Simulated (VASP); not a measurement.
# As in VASP: a series of runs, part 2 of 2

VASP 6.6.1. The steps go on from the part before.

## 3. Work function, PBEsol, non-collinear spin, zero start, spin-orbit coupling

INCAR reads:

```
SYSTEM = As
PREC = Accurate
ENCUT = 520
EDIFF = 1E-6
ISMEAR = 0
SIGMA = 0.03
LREAL = .FALSE.
LASPH = .TRUE.
NELM = 100
ALGO = Normal
ISIF = 2
LWAVE = .FALSE.
LCHARG = .TRUE.
MAGMOM = 0 0 0 0 0 0
LORBIT = 11
LSORBIT = .TRUE.
GGA_COMPAT = .FALSE.
LDIPOL = .TRUE.
IDIPOL = 3
DIPOL = 0.5 0.5 0.500
GGA = PS
LVHAR = .TRUE.
LVACPOTAV = .TRUE.
KPAR = 4
```

KPOINTS reads:

```
regular mesh
0
G
  12 12 1
  0 0 0
```

POSCAR reads:

```
As                                      
1.0
    3.5299167690      0.0000000000      0.0000000000
   -1.7649583845      3.0569975918      0.0000000000
    0.0000000000      0.0000000000     17.4000000000
  As            
     2
Direct
     0.3333330000000032    0.6666669999999968    0.4597495945526638
     0.6666669999999968    0.3333330000000032    0.5402504054473360
```

Potentials or basis: VASP PAW PBE potentials, release 64 (As).

Run with:

```console
> cat potpaw_PBE.64/As/POTCAR > POTCAR
> mpirun -np 4 vasp_ncl > vasp.out
```

OUTCAR:

```text
SYSTEM = As
   PREC = Accurate
   ENCUT = 520
   EDIFF = 1E-6
   ISMEAR = 0
   LREAL = .FALSE.
   LASPH = .TRUE.
   NELM = 100
   ISIF = 2
   LORBIT = 11
   LSORBIT = .TRUE.
   GGA = PS

 ion  position               nearest neighbor table
   1  0.333  0.667  0.460-   2 2.47   2 2.47   2 2.47
   2  0.667  0.333  0.540-   1 2.47   1 2.47   1 2.47

  LATTYP: Found a hexagonal cell.
 ALAT       =     3.5299167690
 C/A-ratio  =     4.9292946941

  Lattice vectors:

 A1 = (   3.5299167690,   0.0000000000,   0.0000000000)
 A2 = (  -1.7649583845,   3.0569975918,   0.0000000000)
 A3 = (   0.0000000000,   0.0000000000,  17.4000000000)

Analysis of symmetry for initial positions (statically):
=====================================================================
 Subroutine PRICEL returns:
 Original cell was already a primitive cell.

 Routine SETGRP: Setting up the symmetry group for a
 hexagonal supercell.

 Subroutine GETGRP returns: Found 12 space group operations
 (whereof 12 operations were pure point group operations)
 out of a pool of 24 trial point group operations.

The static configuration has the point symmetry D_3d.

Analysis of symmetry for dynamics (positions and initial velocities):
=====================================================================
 Subroutine PRICEL returns:
 Original cell was already a primitive cell.

 Routine SETGRP: Setting up the symmetry group for a
 hexagonal supercell.

 Subroutine GETGRP returns: Found 12 space group operations
 (whereof 12 operations were pure point group operations)
 out of a pool of 24 trial point group operations.

The dynamic configuration has the point symmetry D_3d.

Analysis of structural, dynamic, and magnetic symmetry:
=====================================================================
[... 589 lines left out ...]
      1.76496      1.01900      9.40036         0.000000      0.000000      0.020339
 -----------------------------------------------------------------------------------
    total drift:                                0.000000     -0.000000     -0.000000

  FREE ENERGIE OF THE ION-ELECTRON SYSTEM (eV)
  ---------------------------------------------------
  free  energy   TOTEN  =       -10.0349165227 eV

  energy  without entropy=      -10.0349165227  energy(sigma->0) =      -10.03491652

 vacuum level on the upper side and lower side of the slab         2.234         2.234

 Spin-Orbit-Coupling matrix elements

 Ion:    1  E_soc:     -0.0245587
 l=   1
     0.0000000    -0.0041758    -0.0039154
    -0.0041758     0.0000000    -0.0041758
    -0.0039154    -0.0041758     0.0000000
 l=   2
     0.0000000    -0.0000008     0.0000000    -0.0000008    -0.0000074
    -0.0000008     0.0000000    -0.0000027     0.0000038    -0.0000008
     0.0000000    -0.0000027     0.0000000    -0.0000027     0.0000000
    -0.0000008     0.0000038    -0.0000027     0.0000000    -0.0000008
    -0.0000074    -0.0000008     0.0000000    -0.0000008     0.0000000
 l=   3
     0.0000000     0.0000000     0.0000000     0.0000000     0.0000000     0.0000000     0.0000000
     0.0000000     0.0000000     0.0000000     0.0000000     0.0000000     0.0000000     0.0000000
     0.0000000     0.0000000     0.0000000     0.0000000     0.0000000     0.0000000     0.0000000
     0.0000000     0.0000000     0.0000000     0.0000000     0.0000000     0.0000000     0.0000000
     0.0000000     0.0000000     0.0000000     0.0000000     0.0000000     0.0000000     0.0000000
     0.0000000     0.0000000     0.0000000     0.0000000     0.0000000     0.0000000     0.0000000
     0.0000000     0.0000000     0.0000000     0.0000000     0.0000000     0.0000000     0.0000000

 Ion:    2  E_soc:     -0.0245587
 l=   1
     0.0000000    -0.0041758    -0.0039154
    -0.0041758     0.0000000    -0.0041758
    -0.0039154    -0.0041758     0.0000000
 l=   2
     0.0000000    -0.0000008     0.0000000    -0.0000008    -0.0000074
    -0.0000008     0.0000000    -0.0000027     0.0000038    -0.0000008
     0.0000000    -0.0000027     0.0000000    -0.0000027     0.0000000
    -0.0000008     0.0000038    -0.0000027     0.0000000    -0.0000008
    -0.0000074    -0.0000008     0.0000000    -0.0000008     0.0000000
 l=   3
     0.0000000     0.0000000     0.0000000     0.0000000     0.0000000     0.0000000     0.0000000
     0.0000000     0.0000000     0.0000000     0.0000000     0.0000000     0.0000000     0.0000000
     0.0000000     0.0000000     0.0000000     0.0000000     0.0000000     0.0000000     0.0000000
     0.0000000     0.0000000     0.0000000     0.0000000     0.0000000     0.0000000     0.0000000
     0.0000000     0.0000000     0.0000000     0.0000000     0.0000000     0.0000000     0.0000000
     0.0000000     0.0000000     0.0000000     0.0000000     0.0000000     0.0000000     0.0000000
     0.0000000     0.0000000     0.0000000     0.0000000     0.0000000     0.0000000     0.0000000

 total charge

# of ion       s       p       d       tot
------------------------------------------
    1        1.296   1.390   0.046   2.732
    2        1.296   1.390   0.046   2.732
--------------------------------------------------
tot          2.592   2.779   0.092   5.463

 magnetization (x)

# of ion       s       p       d       tot
------------------------------------------
    1        0.000   0.000   0.000   0.000
    2        0.000   0.000  -0.000  -0.000
--------------------------------------------------
tot          0.000   0.000  -0.000   0.000

 magnetization (y)

# of ion       s       p       d       tot
------------------------------------------
    1        0.000   0.000   0.000   0.000
    2        0.000   0.000   0.000   0.000
--------------------------------------------------
tot          0.000   0.000   0.000   0.000

 magnetization (z)

# of ion       s       p       d       tot
------------------------------------------
    1        0.000   0.000   0.000   0.000
    2        0.000   0.000   0.000   0.000
--------------------------------------------------
tot          0.000   0.000   0.000   0.000
```

OSZICAR:

```text
N       E                     dE             d eps       ncg     rms          rms(c)
[... 14 lines left out ...]
DAV:  15    -0.100348676811E+02   -0.17463E-04   -0.45878E-07   828   0.424E-03    0.156E-03
DAV:  16    -0.100348815974E+02   -0.13916E-04   -0.47985E-06   766   0.690E-03    0.312E-03
DAV:  17    -0.100348993498E+02   -0.17752E-04   -0.82097E-07   686   0.314E-03    0.686E-04
DAV:  18    -0.100349102383E+02   -0.10888E-04   -0.71656E-07   686   0.274E-03    0.110E-03
DAV:  19    -0.100349133235E+02   -0.30852E-05   -0.12180E-07   738   0.114E-03    0.670E-04
DAV:  20    -0.100349160708E+02   -0.27473E-05   -0.17915E-07   684   0.118E-03    0.151E-04
DAV:  21    -0.100349165227E+02   -0.45191E-06   -0.16585E-08   622   0.434E-04
   1 F= -.10034917E+02 E0= -.10034917E+02  d E =-.981785E-19  mag=    -0.0000    -0.0000     0.0000
```

It took 2.4 min on 4 MPI ranks of AMD EPYC 7R13 (Zen 3), shared host; peak memory 0.85 GiB.

What came out:

```
Free energy                                           : -10.0349 eV
Largest force                                         : 0.020 eV/Å
Net moment                                            : 0.00 μB per cell
Valence electrons inside the program's atomic spheres : As 2.73
Work function of the upper face                       : 4.93 eV
Work function of the lower face                       : 4.93 eV
```

Forces in eV/Å, atoms in the order of the input:
```
As   0.000  0.000 -0.020
As   0.000  0.000  0.020
```

Moments on the atoms (μB; x, y, z):
```
As  0.00 0.00 0.00
As  0.00 0.00 0.00
```

Caveat: the PAW data sets were made with another functional, which shifts forces and pressure a little.

## 4. Work function, HSE06

POSCAR is that of step 3.

INCAR.step1 reads:

```
SYSTEM = As
PREC = Accurate
ENCUT = 520
EDIFF = 1E-5
ISMEAR = 0
SIGMA = 0.03
LREAL = .FALSE.
LASPH = .TRUE.
NELM = 100
ALGO = Normal
ISIF = 2
LWAVE = .TRUE.
LDIPOL = .TRUE.
IDIPOL = 3
DIPOL = 0.5 0.5 0.500
GGA = PE
KPAR = 4
```

INCAR.step2 reads:

```
SYSTEM = As
PREC = Accurate
ENCUT = 520
EDIFF = 1E-6
ISMEAR = 0
SIGMA = 0.03
LREAL = .FALSE.
LASPH = .TRUE.
NELM = 100
ALGO = Normal
ISIF = 2
LWAVE = .FALSE.
LCHARG = .TRUE.
LDIPOL = .TRUE.
IDIPOL = 3
DIPOL = 0.5 0.5 0.500
GGA = PE
LHFCALC = .TRUE.
HFSCREEN = 0.2
PRECFOCK = Fast
LVHAR = .TRUE.
LVACPOTAV = .TRUE.
ISTART = 1
KPAR = 4
```

KPOINTS reads:

```
regular mesh
0
G
  6 6 1
  0 0 0
```

Potentials or basis: VASP PAW PBE potentials, release 64 (As).

Run with:

```console
> cat potpaw_PBE.64/As/POTCAR > POTCAR
> cp INCAR.step1 INCAR
> mpirun -np 4 vasp_std > vasp.out
> cp INCAR.step2 INCAR
> mpirun -np 4 vasp_std > vasp.out
```

OUTCAR:

```text
SYSTEM = As
   PREC = Accurate
   ENCUT = 520
   EDIFF = 1E-6
   ISMEAR = 0
   LREAL = .FALSE.
   LASPH = .TRUE.
   NELM = 100
   ISIF = 2
   GGA = PE
   LHFCALC = .TRUE.
   HFSCREEN = 0.2
   PRECFOCK = Fast
   ISTART = 1

 ion  position               nearest neighbor table
   1  0.333  0.667  0.460-   2 2.47   2 2.47   2 2.47
   2  0.667  0.333  0.540-   1 2.47   1 2.47   1 2.47

  LATTYP: Found a hexagonal cell.
 ALAT       =     3.5299167690
 C/A-ratio  =     4.9292946941

  Lattice vectors:

 A1 = (   3.5299167690,   0.0000000000,   0.0000000000)
 A2 = (  -1.7649583845,   3.0569975918,   0.0000000000)
 A3 = (   0.0000000000,   0.0000000000,  17.4000000000)

Analysis of symmetry for initial positions (statically):
=====================================================================
 Subroutine PRICEL returns:
 Original cell was already a primitive cell.

 Routine SETGRP: Setting up the symmetry group for a
 hexagonal supercell.

 Subroutine GETGRP returns: Found 12 space group operations
 (whereof 12 operations were pure point group operations)
 out of a pool of 24 trial point group operations.

The static configuration has the point symmetry D_3d.

Analysis of symmetry for dynamics (positions and initial velocities):
=====================================================================
 Subroutine PRICEL returns:
 Original cell was already a primitive cell.

 Routine SETGRP: Setting up the symmetry group for a
 hexagonal supercell.

 Subroutine GETGRP returns: Found 12 space group operations
 (whereof 12 operations were pure point group operations)
 out of a pool of 24 trial point group operations.

The dynamic configuration has the point symmetry D_3d.

 Subroutine INISYM returns: Found 12 space group operations
 (whereof 12 operations are pure point group operations),
 and found     1 'primitive' translations

----------------------------------------------------------------------------------------

                                     Primitive cell

  volume of cell :     187.7625

  direct lattice vectors                    reciprocal lattice vectors
     3.529916769  0.000000000  0.000000000     0.283292799  0.163559174  0.000000000
    -1.764958385  3.056997592  0.000000000     0.000000000  0.327118347  0.000000000
     0.000000000  0.000000000 17.400000000     0.000000000  0.000000000  0.057471264

  length of vectors
     3.529916769  3.529916766 17.400000000     0.327118347  0.327118347  0.057471264

  position of ions in fractional coordinates (direct lattice)
     0.333333000  0.666667000  0.459749595
     0.666667000  0.333333000  0.540250405

  ion indices of the primitive-cell ions
   primitive index   ion index
                 1           1
                 2           2

----------------------------------------------------------------------------------------

 KPOINTS: regular mesh

Automatic generation of k-mesh.
 Grid dimensions read from file:
 generate k-points for:    6    6    1

 Generating k-lattice:

  Cartesian coordinates                     Fractional coordinates (reciprocal lattice)
     0.047215466  0.027259862  0.000000000     0.166666667 -0.000000000  0.000000000
     0.000000000  0.054519725  0.000000000     0.000000000  0.166666667  0.000000000
     0.000000000  0.000000000  0.057471264     0.000000000  0.000000000  1.000000000

  Length of vectors
     0.054519725  0.054519725  0.057471264

  Shift w.r.t. Gamma in fractional coordinates (k-lattice)
[... 29 lines left out ...]
   LNONCOLLINEAR =      F non collinear calculations
   LSORBIT =      F    spin-orbit coupling
   LASPH  =      T    aspherical Exc in radial PAW
   ENCUT  =  520.0 eV  38.22 Ry    6.18 a.u.   6.56  6.56 32.35*2*pi/ulx,y,z
   NELM   =    100;   NELMIN=  2; NELMDL=  0     # of ELM steps
   EDIFF  = 0.1E-05   stopping-criterion for ELM
   LREAL  =      F    real-space projection
   EDIFFG = 0.1E-04   stopping-criterion for IOM
   NSW    =      0    number of steps for IOM
   IBRION =     -1    ionic relax: 0-MD 1-quasi-New 2-CG
   NFREE  =      0    steps in history (QN), initial steepest desc. (CG)
   ISIF   =      2    stress and relaxation
   ISYM   =      3    0-nonsym 1-usesym 2-fastsym
   POTIM  = 0.5000    time-step for ionic-motion
   TEBEG  =    0.0;   TEEND  =   0.0 temperature during run
   PSTRESS=    0.0 pullay stress
   NELECT =      10.0000    total number of electrons
   NUPDOWN=      -1.0000    fix difference up-down
   EMIN   =  10.00;   EMAX   =-10.00  energy-range for DOS
   EFERMI =   0.00;   METHOD = LEGACY
   ISMEAR =     0;   SIGMA  =   0.03  broadening in eV -4-tet -1-fermi 0-gaus
   EFERMI_NEDOS =   21; number of points for ismear=-14 and -15
   IALGO  =     38    algorithm
   IMIX   =      1    mixing-type and parameters
     AMIX     =   0.40;   BMIX     =  1.00
     AMIX_MAG =   1.60;   BMIX_MAG =  1.00
  volume/ion in A,a.u.               =      93.88       633.54
  Fermi-wavevector in a.u.,A,eV,Ry     =   0.615940  1.163958  5.161810  0.379382
  Thomas-Fermi vector in A             =   1.673490
   LORBIT       =      0    0 simple, 1 ext, 2 COOP (PROOUT), +10 PAW based schemes
   GGA     = PE    functional components
   LHFCALC =     T    Hartree Fock is set to
   PRECFOCK=fast      Normal, Fast or Accurate (Low or Medium for compatibility)
   ENCUT4O =  -1.0   cutoff for four orbital integrals eV
   NKREDX  =     1    reduce k-point grid by
   NKREDY  =     1    reduce k-point grid by
   NKREDZ  =     1    reduce k-point grid by
   AEXX    =    0.2500 exact exchange contribution
   HFSCREEN=    0.2000 screening length (either q_TF or 0.3 A-1)
   HFSCREENC=   0.2000 screening length for correlation (either q_TF or 0.3 A-1)
   ENCUTFOCK=  -1.0 apply spherical cutoff to Coloumb kernel
   IVDW    =     0    specifies the selected vdW correction
   LEPSILON=     F    determine dielectric tensor
   LRPA    =     F    only Hartree local field effects (RPA)
 non-spin polarized calculation
 Gauss-broadening in eV      SIGMA  =   0.03
  energy-cutoff  :      520.00
  volume of cell :      187.76
 maximum number of plane-waves:      5117
 NGX is ok and might be reduce to    28
  NGX = 16; NGY = 16; NGZ = 80

 dipolmoment           0.000000      0.000000      0.000000 electrons x Angstroem

 number of electron      10.0000000 magnetization

 dipolmoment           0.000000      0.000000     -0.000000 electrons x Angstroem

 Free energy of the ion-electron system (eV)
  ---------------------------------------------------
  ext. energy  EPLUGINS =         0.00000000
  ---------------------------------------------------
  free energy    TOTEN  =       -11.24699865 eV

  energy without entropy =      -11.24699865  energy(sigma->0) =      -11.24699865

 E-fermi :  -3.2298     XC(G=0):  -2.5211

 val. band max:       -3.3661673123   @ k =   0.0000   0.0000   0.0000
 cond. band min:      -1.2703265933   @ k =   0.3333   0.0000   0.0000
 fundamental gap:      2.0958407190
 Fermi energy:        -3.2298377182

 k-point     1 :       0.0000    0.0000    0.0000
  band No.  band energies     occupation
      1     -18.7415      2.00000
      2     -11.5306      2.00000
      3      -4.3256      2.00000
      4      -3.3662      2.00000
      5      -3.3662      2.00000
      6      -0.3971      0.00000
      7       0.9854      0.00000
      8       0.9855      0.00000
      9       1.9488      0.00000
[... 61 lines left out ...]
 k-point     7 :       0.3333    0.3333    0.0000
  band No.  band energies     occupation
      1     -14.5253      2.00000
      2     -14.5253      2.00000
      3      -8.5315      2.00000
      4      -5.8130      2.00000
      5      -5.8129      2.00000
      6      -0.9934      0.00000
      7       1.9945      0.00000
      8       1.9945      0.00000
      9       5.3652      0.00000

------------------------ aborting loop because EDIFF is reached ----------------------------------------

  FORCE on cell =-STRESS in cart. coord.  units (eV):
  Direction    XX          YY          ZZ          XY          YZ          ZX
  --------------------------------------------------------------------------------------
  -------------------------------------------------------------------------------------
  Total        0.3309617      0.3309617     -0.5421250      0.0000000      0.0000000      0.0000000
  in kB        2.8240964      2.8240964     -4.6259530      0.0000000      0.0000000      0.0000000
  external PRESSURE =       0.3407466 kB  Pullay stress =       0.0000000 kB

 VOLUME and BASIS-vectors are now :
 -----------------------------------------------------------------------------
  energy-cutoff  :      520.00
  volume of cell :      187.76
      direct lattice vectors                 reciprocal lattice vectors
     3.529916769  0.000000000  0.000000000     0.283292799  0.163559174  0.000000000
    -1.764958385  3.056997592  0.000000000     0.000000000  0.327118347  0.000000000
     0.000000000  0.000000000 17.400000000     0.000000000  0.000000000  0.057471264

 POSITION                                       TOTAL-FORCE (eV/Angst)
 -----------------------------------------------------------------------------------
     -0.00000      2.03800      7.99964        -0.000000      0.000000      0.374464
      1.76496      1.01900      9.40036         0.000000      0.000000     -0.374464
 -----------------------------------------------------------------------------------
    total drift:                                0.000000      0.000000     -0.000000

  FREE ENERGIE OF THE ION-ELECTRON SYSTEM (eV)
  ---------------------------------------------------
  free  energy   TOTEN  =       -11.2469986492 eV

  energy  without entropy=      -11.2469986492  energy(sigma->0) =      -11.24699865

 vacuum level on the upper side and lower side of the slab         2.245         2.245
```

Wall time 60 s (4 MPI ranks of AMD EPYC 7R13 (Zen 3), shared host); peak memory 0.38 GiB.

What came out:

```yaml
Free_energy: -11.2470 eV
Largest_force: 0.374 eV/Å
Band_gap_on_the_k_mesh: 2.10 eV, indirect (least direct gap 2.97 eV)
Ionisation_potential_of_the_upper_face: 5.61 eV
```

Forces on the atoms (eV/Å):
```
As   0.000  0.000  0.374
As   0.000  0.000 -0.374
```

Caveat: the PAW data sets were made with another functional, which shifts forces and pressure a little.

## 5. Summary

| level | spin | k mesh | grid for exact exchange (PRECFOCK) | screening parameter | gap on the mesh (eV) | largest force (eV/Å) |
| --- | --- | --- | --- | --- | --- | --- |
| PBEsol | off | 12 × 12 × 1 | - | - | 1.41 | 0.02 |
| PBEsol | non-collinear, zero start, SOC | 12 × 12 × 1 | - | - | - | 0.02 |
| HSE06 | off | 6 × 6 × 1 | Fast | 0.2 1/A | 2.10 | 0.37 |

Alike in all rows: task work function; potentials or basis VASP PAW PBE potentials, release 64 (As); cell as given; cutoff (eV) 520; smearing gaussian 0.03 eV.

Caveats: the PAW data sets were made with another functional, which shifts forces and pressure a little.

Total energies depend on the potentials used, so only differences within one code and one set of settings carry meaning.
